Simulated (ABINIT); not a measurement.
Here is an ABINIT 10.8.3 (patched build) calculation.

The input run.abi:

```
# Datasets: ground state, then fixed potential
ndtset 2

# Pseudopotentials
pp_dirpath "./"
pseudos "N.upf, B.upf"

# Structure
acell 4.8452022309 4.8452022309 4.8452022309
rprim
     0.0000000000     0.7071067812     0.7071067812
     0.7071067812     0.0000000000     0.7071067812
     0.7071067812     0.7071067812     0.0000000000
ntypat 2
znucl 7 5
natom 2
typat 1 2
xred
     0.2500000000     0.2500000000     0.2500000000
     0.0000000000     0.0000000000     0.0000000000

# Plane-wave basis
ecut 1142.878222 eV

# Exchange and correlation
ixc -116133

# Bands and occupations
occopt 3
tsmear 0.00183747

# SCF cycle
nstep 100

# Output
iomode 3
prtwf 0
prteig 0
prtebands 0
prtden1 1

# Dataset 1
kptopt1 1
ngkpt1 13 13 13
nshiftk1 1
shiftk1 0.0 0.0 0.0
nband1 8
tolvrs1 1.0e-10

# Dataset 2: bands along G-X-W-K-G-L-U-W-L-K
iscf2 -2
getden2 1
nband2 12
nbdbuf2 2
tolwfr2 1.0e-12
kptopt2 -9
ndivsm2 5
prteig2 1
prtvol2 -3
kptbounds2
     0.0000000000     0.0000000000     0.0000000000
     0.5000000000     0.0000000000     0.5000000000
     0.5000000000     0.2500000000     0.7500000000
     0.3750000000     0.3750000000     0.7500000000
     0.0000000000     0.0000000000     0.0000000000
     0.5000000000     0.5000000000     0.5000000000
     0.6250000000     0.2500000000     0.6250000000
     0.5000000000     0.2500000000     0.7500000000
     0.5000000000     0.5000000000     0.5000000000
     0.3750000000     0.3750000000     0.7500000000
```

Potentials or basis: PseudoDojo NC SR PBEsol v0.4 stringent.

Launch:

```sh
$ abinit run.abi > log 2>&1
```

**Question.** What does it give for the pressure?

**Answer.** -5.7 GPa.

**Question.** What does it give for the band gap along the path?

**Answer.** 4.33 eV, indirect (least direct gap 8.78 eV).

**Question.** What does it give for the band gap on the k mesh?

**Answer.** 4.41 eV, indirect (least direct gap 8.78 eV).

Levels at the corners of the path, in eV from the valence-band top:
```
point  band 1  band 2  band 3  band 4  band 5  band 6  band 7  band 8  band 9
    Γ  -20.14    0.00    0.00    0.00    8.78    8.78    8.78   10.13   24.33
    X  -14.54   -8.90   -4.90   -4.90    4.33    9.14   17.74   17.74   20.44
    W  -14.22   -7.56   -6.98   -6.52    9.44   13.19   14.37   14.54   19.03
    K  -14.45   -8.11   -7.68   -4.07    6.78   12.75   15.69   16.50   18.43
    Γ  -20.14    0.00    0.00    0.00    8.78    8.78    8.78   10.13   24.33
    L  -15.91  -10.69   -1.93   -1.93   10.03   10.64   10.64   14.98   23.06
    U  -14.45   -8.11   -7.68   -4.07    6.78   12.75   15.69   16.50   18.43
    W  -14.22   -7.56   -6.98   -6.52    9.44   13.19   14.37   14.54   19.03
    L  -15.91  -10.69   -1.93   -1.93   10.03   10.64   10.64   14.98   23.06
    K  -14.45   -8.11   -7.68   -4.07    6.78   12.75   15.69   16.50   18.43
```

**The experiment to reproduce.**

A printed reference work, monograph reports, for a bulk crystal of BN at 300 K: band gap 6.4 eV (indirect).

A measured gap of BN is 6.4 eV (indirect; 300 K; a printed reference work, monograph); the calculated 4.33 eV misses it by -2.07 eV. The value is that of PBEsol, without temperature or zero-point motion. Semilocal functionals fall short of measured gaps as a rule. The cell is a database's relaxed one, not the measured one, which moves gaps too.
